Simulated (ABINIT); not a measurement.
# BeS (F-43m): G0W0 in ABINIT against the screening cutoff in the self-energy

Wanted: the cheapest screening cutoff in the self-energy that holds the gap of BeS (F-43m).

Program: ABINIT 10.8.3. Level of theory: PBE and many-body steps on it, plane waves. Results are calculated unless marked as measured.

Most raw output is cut from this account.

The database entry behind the starting cell differs from later determinations by our own check (0.1 to 0.3 % short, probably kX units), so it need not match the best structure at ambient conditions.

**1. Set-up**

Symmetry: F-43m, No. 216, cubic system. The conventional cell has a = 4.850 Å, b = 4.850 Å, c = 4.850 Å, α = 90.00°, β = 90.00°, γ = 90.00°. Nearest to Be lie 4 S at 2.10 Å. S has 4 Be at 2.10 Å nearest. Farther neighbours and most contacts between anions are not listed.

The cell and positions come from the Crystallography Open Database and are kept as given unless a step says otherwise.

**2. Screening, 4×4×4 mesh, 90 bands, screening to 217.7 eV**

This step: ABINIT 10.8.3; RPA screening on PBE, plane waves, norm-conserving pseudopotentials.

The RPA dielectric matrix is built and inverted for each q.

File run.abi:

```
acell 3*1.0 Angstrom
rprim 
  0.000000000000 2.425000000000 2.425000000000
  2.425000000000 -0.000000000000 2.425000000000
  2.425000000000 2.425000000000 -0.000000000000
ntypat 2
znucl 4 16
natom 2
typat 1 2
xred 
  0.000000000000 0.000000000000 0.000000000000
  0.250000000000 0.250000000000 0.250000000000
pp_dirpath "pseudos"
pseudos "Be.upf, S.upf"
ecut 38
ngkpt 4 4 4
nshiftk 1
shiftk 0 0 0
kptopt 1
chksymbreak 0
istwfk *1
occopt 1
irdwfk 1
optdriver 3
nband 90
ecuteps 8
inclvkb 2
awtr 1
symchi 1
indata_prefix "in"
outdata_prefix "out"
tmpdata_prefix "tmp"
```

Run with:

```console
$ OMP_NUM_THREADS=1 mpirun -n 4 abinit run.abi > log
```

Elapsed: 7.5 s, on 4 MPI ranks of Arm Neoverse V1, shared host; peak memory 0.51 GiB.

Numbers from this step:

- ε∞ with local fields, on this mesh, along the program's q direction: 5.748
- the same without local fields: 6.647
- plasma frequency: 21.99 eV
- plane waves in the screening matrix: 181

Local fields lower ε∞ by 14 %. On a Γ-centred mesh this coarse the value itself is usually too large, while a short band sum pulls it down.

**3. 0.8 Ha**

This step: G0W0 on PBE, plane waves, norm-conserving pseudopotentials.

run.abi, as its differences from that of step 2:

```diff
@@ -23,8 +23,17 @@
 irdwfk 1
-optdriver 3
+optdriver 4
 nband 90
-ecuteps 8
-inclvkb 2
-awtr 1
-symchi 1
+gwcalctyp 0
+ecutsigx 38
+symsigma 1
+nkptgw 2
+kptgw 
+  0.0000000000 0.0000000000 0.0000000000
+  0.5000000000 0.5000000000 0.0000000000
+bdgw 
+  3 8
+  4 7
+ecuteps 0.8
+irdscr 1
+ppmodel 1
 indata_prefix "in"
```

The job ended after 2.5 s (4 MPI ranks; peak memory 0.12 GiB; 9.8 s of CPU time).

Numbers from this step:

```yaml
g0w0_gap_on_the_points_computed: 4.35 eV
starting_gap_on_the_mesh: 3.113 eV
k_of_the_valence_top: 0, 0, 0
k_of_the_conduction_bottom: 0.5, 0.5, 0
z_at_the_valence_top: 0.831
z_at_the_conduction_bottom: 0.839
least_direct_g0w0_gap_on_the_computed_points: 7.228 eV
```

**4. 1.6 Ha**

run.abi, as its differences from that of step 3:

```diff
@@ -35,3 +35,3 @@
   4 7
-ecuteps 0.8
+ecuteps 1.6
 irdscr 1
```

The job ended after 2.6 s (4 MPI ranks; peak memory 0.12 GiB).

This step gave:

| Quantity | Value |
| --- | --- |
| G0W0 gap on the points computed | 4.152 eV |
| starting gap on the mesh | 3.113 eV |
| k of the valence top | 0, 0, 0 |
| k of the conduction bottom | 0.5, 0.5, 0 |
| Z at the valence top | 0.813 |
| Z at the conduction bottom | 0.83 |
| least direct G0W0 gap on the computed points | 7.034 eV |

**5. 2.8 Ha**

The self-energy is evaluated for the states that the input lists, and the levels follow from it, in one-shot runs by the linearised quasiparticle equation.

run.abi, as its differences from that of step 4:

```diff
@@ -35,3 +35,3 @@
   4 7
-ecuteps 1.6
+ecuteps 2.8
 irdscr 1
```

Elapsed: 2.8 s, on 4 MPI ranks; peak memory 0.12 GiB; 11 s of CPU time.

This step gave:

| Property | Result |
| --- | --- |
| G0W0 gap on the points computed | 4.34 eV |
| starting gap on the mesh | 3.113 eV |
| k of the valence top | 0, 0, 0 |
| k of the conduction bottom | 0.5, 0.5, 0 |
| least direct G0W0 gap on the computed points | 7.164 eV |

The gap on the mesh goes from 3.11 eV to 4.34 eV, a correction of +1.23 eV.

**6. 4 Ha**

run.abi, as its differences from that of step 5:

```diff
@@ -35,3 +35,3 @@
   4 7
-ecuteps 2.8
+ecuteps 4
 irdscr 1
```

Run time: 3 s. Hardware: 4 MPI ranks; peak memory 0.12 GiB; 12 s of CPU time.

Numbers from this step:

```yaml
g0w0_gap_on_the_points_computed: 4.418 eV
starting_gap_on_the_mesh: 3.113 eV
k_of_the_valence_top: 0, 0, 0
k_of_the_conduction_bottom: 0.5, 0.5, 0
least_direct_g0w0_gap_on_the_computed_points: 7.224 eV
```

Against the run before, the gap moves by +0.078 eV.

**7. 6 Ha**

run.abi, as its differences from that of step 6:

```diff
@@ -35,3 +35,3 @@
   4 7
-ecuteps 4
+ecuteps 6
 irdscr 1
```

Run time: 4.4 s. Hardware: 4 MPI ranks; peak memory 0.5 GiB.

Numbers from this step:

```yaml
g0w0_gap_on_the_points_computed: 4.509 eV
starting_gap_on_the_mesh: 3.113 eV
k_of_the_valence_top: 0, 0, 0
k_of_the_conduction_bottom: 0.5, 0.5, 0
least_direct_g0w0_gap_on_the_computed_points: 7.284 eV
```

Against the run before, the gap moves by +0.091 eV.

**8. 8 Ha**

run.abi, as its differences from that of step 7:

```diff
@@ -35,3 +35,3 @@
   4 7
-ecuteps 6
+ecuteps 8
 irdscr 1
```

The job ended after 5.8 s (4 MPI ranks; peak memory 0.47 GiB; 23 s of CPU time).

This step gave:

```yaml
g0w0_gap_on_the_points_computed: 4.525 eV
starting_gap_on_the_mesh: 3.113 eV
k_of_the_valence_top: 0, 0, 0
k_of_the_conduction_bottom: 0.5, 0.5, 0
least_direct_g0w0_gap_on_the_computed_points: 7.293 eV
```

Against the run before, the gap moves by +0.016 eV.

**9. Side by side**

Times are wall times on 4 MPI ranks of Arm Neoverse V1, shared host, good to a factor of about two. A run's time includes the screening step that it read.

```tsv
run	mesh	bands	screening cutoff (eV)	DFT gap (eV)	gap on the mesh (eV)	direct (eV)	ε∞ used	time
0.8 Ha	4×4×4	90	21.8	3.113	4.350	7.228	5.75	10 s
1.6 Ha	4×4×4	90	43.5	3.113	4.152	7.034	5.75	10 s
2.8 Ha	4×4×4	90	76.2	3.113	4.340	7.164	5.75	10 s
4 Ha	4×4×4	90	108.8	3.113	4.418	7.224	5.75	11 s
6 Ha	4×4×4	90	163.3	3.113	4.509	7.284	5.75	12 s
8 Ha	4×4×4	90	217.7	3.113	4.525	7.293	5.75	13 s
```

**10. Outcome**

```
0.8 Ha       : 4.350 eV
1.6 Ha       : 4.152 eV
2.8 Ha       : 4.340 eV
4 Ha         : 4.418 eV
6 Ha         : 4.509 eV
8 Ha         : 4.525 eV
known limits : not at the basis limit; coarse k mesh
```

In words: The setting moved: screening cutoff in the self-energy. From 0.8 Ha to 8 Ha the gap moves by +0.18 eV, not steadily: it passes through 4.15 eV. The last step still moves it by +0.016 eV. Bands and screening cutoff are coupled, so a series along one setting does not show full convergence. Bands and cutoff are finite, so the gap is not at the basis limit. The miss can reach some tenths of an eV and take either sign; the mesh is an error of its own. In the G0W0 runs levels were corrected at 2 k points alone, so a gap called «on the mesh» is the least over those, and an edge elsewhere would be missed. The 4×4×4 mesh is coarse for this cell, which bears on the long-range parts of exchange and screening.

[Paths, hosts, dates, memory and timing lines, banners, echoed tables and standing remarks are left out of the program output.]

[Logs are printed without paths, hosts, clocks, repeated set-up lines and the standing remarks that a program may print on its own settings, such as how far it seeks lower states.]

[Runs of the session that timed out or met a known fault of the program may be left out.]

[Hosts, paths, dates, database ids (printed as entryN), source tags and the programs' standing remarks are cut or masked in the printed files.]

[G0W0 gaps are taken among the corrected bands and points alone; a level outside them can change the order at an edge.]

[Where Ansatz stands beside ABINIT at settings called matched, ABINIT's density can come from a denser mesh and the files from another edition; pairs whose starting gaps differed by over 0.03 eV were left out, so agreement reads better than it is.]
